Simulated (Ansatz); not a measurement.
# Twisted Janus MoSSe bilayer, 87.80° (78 atoms), the geometry as built

Janus MoSSe (a = 3.22 Å) under Janus MoSSe (a = 3.22 Å), bilayer, commensurate cell of 13 unit cells a layer, twist 87.80 deg; facing planes 3.2 Å apart; 12 Å of vacuum; layers as built, displaced by a Gaussian of 0.01 Å.

Geometry: the geometry as built. Computed with Ansatz 0.2.0: Kohn-Sham DFT, PBE+D4, PAW (set soft_2, large core), plane waves; cutoff 420 eV, Γ point, gaussian smearing of 0.025 eV.

Cell vectors (Å):

```
11.610 0.000 0.000
-5.805 10.054 0.000
0.000 0.000 21.660
```

Positions (Å):

```
1 Mo 0.454 1.800 7.717
2 S 1.772 0.522 9.231
3 Se 1.757 0.516 6.009
4 Mo -0.453 4.891 7.701
5 S 0.881 3.593 9.230
6 Se 0.895 3.618 6.003
7 Mo -1.334 7.992 7.716
8 S -0.015 6.694 9.236
9 Se -0.009 6.708 6.008
10 Mo 3.569 1.046 7.706
11 S -0.886 9.798 9.231
12 Se -0.877 9.799 5.987
13 Mo 2.677 4.118 7.688
14 S 4.002 2.840 9.254
15 Se 4.003 2.826 6.006
16 Mo 1.791 7.227 7.704
17 S 3.134 5.937 9.221
18 Se 3.117 5.935 5.994
19 Mo 6.676 0.271 7.711
20 S 2.237 9.019 9.229
21 Se 2.220 9.014 5.989
22 Mo 5.810 3.356 7.714
23 S 7.157 2.059 9.220
24 Se 7.137 2.077 5.999
25 Mo 4.912 6.449 7.695
26 S 6.219 5.158 9.221
27 Se 6.238 5.155 5.997
28 Mo 4.013 9.552 7.713
29 S 5.352 8.250 9.238
30 Se 5.346 8.250 6.008
31 Mo 8.930 2.571 7.690
32 S 10.282 1.320 9.211
33 Se 10.253 1.289 5.997
34 Mo 8.031 5.670 7.672
35 S -2.231 4.388 9.233
36 Se -2.242 4.395 5.997
37 Mo -4.482 8.770 7.716
38 S -3.129 7.470 9.211
39 Se -3.125 7.479 6.016
40 Mo 4.851 8.470 14.134
41 S 5.298 6.658 15.663
42 Se 5.295 6.683 12.443
43 Mo 7.083 6.136 14.130
44 S 7.554 4.332 15.666
45 Se 7.527 4.352 12.424
46 Mo -3.632 9.247 14.134
47 S -3.187 7.441 15.663
48 Se -3.184 7.448 12.422
49 Mo 8.428 0.743 14.111
50 S 3.063 8.989 15.644
51 Se 3.062 9.000 12.425
52 Mo 9.322 3.833 14.129
53 S 9.755 2.012 15.663
54 Se 9.759 2.014 12.425
55 Mo -1.388 6.916 14.123
56 S -0.968 5.120 15.662
57 Se -0.960 5.124 12.428
58 Mo -0.486 10.034 14.118
59 S -0.061 8.231 15.678
60 Se -0.047 8.211 12.424
61 Mo -0.052 1.520 14.118
62 S -5.407 9.756 15.668
63 Se -5.418 9.756 12.455
64 Mo 0.848 4.597 14.125
65 S 1.286 2.807 15.668
66 Se 1.268 2.798 12.444
67 Mo 1.723 7.706 14.121
68 S 2.181 5.869 15.658
69 Se 2.181 5.889 12.431
70 Mo 3.071 2.294 14.140
71 S 3.513 0.481 15.649
72 Se 3.528 0.486 12.432
73 Mo 3.965 5.382 14.121
74 S 4.427 3.558 15.678
75 Se 4.425 3.571 12.433
76 Mo 6.221 3.036 14.144
77 S 6.650 1.257 15.659
78 Se 6.644 1.244 12.416
```

Predict the forces and charges.

Columns: atom, q, fx, fy, fz (forces in eV/Å, q the Löwdin charge in e).

```
1 0.30 -0.343 0.263 -0.551
2 -0.07 0.229 -0.073 0.220
3 -0.04 0.296 -0.057 -0.099
4 0.31 0.050 0.098 0.065
5 -0.07 0.125 0.327 -0.046
6 -0.04 -0.118 -0.175 -0.146
7 0.31 -0.118 0.214 -0.247
8 -0.08 0.231 -0.025 0.010
9 -0.04 0.093 -0.044 -0.078
10 0.31 -0.063 -0.485 0.003
11 -0.07 -0.198 0.094 0.180
12 -0.05 -0.314 0.002 0.182
13 0.30 -0.006 0.249 0.531
14 -0.07 0.086 -0.060 -0.362
15 -0.04 0.250 0.119 -0.145
16 0.31 -0.265 -0.248 0.091
17 -0.07 -0.016 -0.123 -0.058
18 -0.04 0.057 -0.035 -0.050
19 0.30 0.604 -0.272 -0.312
20 -0.07 -0.237 0.178 -0.039
21 -0.05 0.049 0.269 0.204
22 0.30 -0.482 -0.102 -0.109
23 -0.06 -0.025 0.151 0.141
24 -0.04 -0.030 -0.141 -0.086
25 0.30 -0.187 0.010 0.057
26 -0.07 0.391 0.108 0.103
27 -0.04 0.001 -0.043 -0.186
28 0.30 -0.006 -0.193 -0.224
29 -0.07 -0.090 0.020 0.077
30 -0.04 0.034 0.132 -0.125
31 0.30 -0.014 0.437 0.141
32 -0.05 -0.138 -0.342 0.262
33 -0.05 0.238 -0.025 -0.067
34 0.30 -0.130 -0.078 0.837
35 -0.08 -0.201 -0.090 -0.151
36 -0.04 0.128 -0.196 -0.217
37 0.30 0.179 -0.038 -0.166
38 -0.06 -0.050 -0.037 -0.060
39 -0.04 -0.017 0.204 -0.258
40 0.30 0.027 0.066 0.301
41 -0.07 0.011 0.029 -0.036
42 -0.04 0.059 -0.153 -0.355
43 0.31 0.087 0.279 0.185
44 -0.06 -0.118 0.112 -0.001
45 -0.05 0.127 -0.160 -0.052
46 0.31 0.207 -0.076 0.056
47 -0.07 0.070 -0.106 -0.159
48 -0.04 -0.010 -0.113 0.304
49 0.30 -0.123 -0.137 0.467
50 -0.06 -0.015 0.041 0.093
51 -0.04 0.210 -0.190 -0.066
52 0.31 -0.062 -0.194 0.023
53 -0.07 0.178 0.153 -0.173
54 -0.04 0.093 0.328 -0.104
55 0.31 -0.177 0.400 0.344
56 -0.07 0.303 -0.031 -0.108
57 -0.04 0.200 -0.120 -0.154
58 0.31 -0.254 -0.368 0.422
59 -0.08 0.051 -0.125 -0.379
60 -0.04 -0.124 0.100 -0.115
61 0.31 -0.215 -0.234 0.702
62 -0.07 -0.126 0.125 -0.102
63 -0.04 0.000 0.035 -0.472
64 0.30 -0.473 0.170 0.310
65 -0.07 -0.040 -0.071 -0.060
66 -0.03 0.325 -0.040 -0.325
67 0.31 0.087 -0.289 0.421
68 -0.07 -0.026 0.317 -0.096
69 -0.04 -0.108 0.051 -0.131
70 0.31 0.020 -0.101 -0.059
71 -0.07 0.136 0.025 0.057
72 -0.05 -0.145 0.053 -0.108
73 0.31 0.090 -0.281 0.460
74 -0.08 -0.034 0.187 -0.265
75 -0.05 0.028 0.043 0.139
76 0.31 -0.331 0.392 -0.262
77 -0.06 0.084 -0.202 0.082
78 -0.04 -0.007 0.089 -0.109
```

Only the Γ point is sampled, in a cell whose shortest periodic width is 10 Å. The Löwdin charges lack the electrons that the projection spills, 0.065 e an atom on average.

The r.m.s. force component is 0.210 eV/Å; the longest force, 0.851 eV/Å, acts on Mo34.

[Logs are printed without paths, hosts, clocks, repeated set-up lines and the standing remarks that a program may print on its own settings, such as how far it seeks lower states.]

[Hosts, paths, dates, database ids (printed as entryN), source tags and the programs' standing remarks are cut or masked in the printed files.]
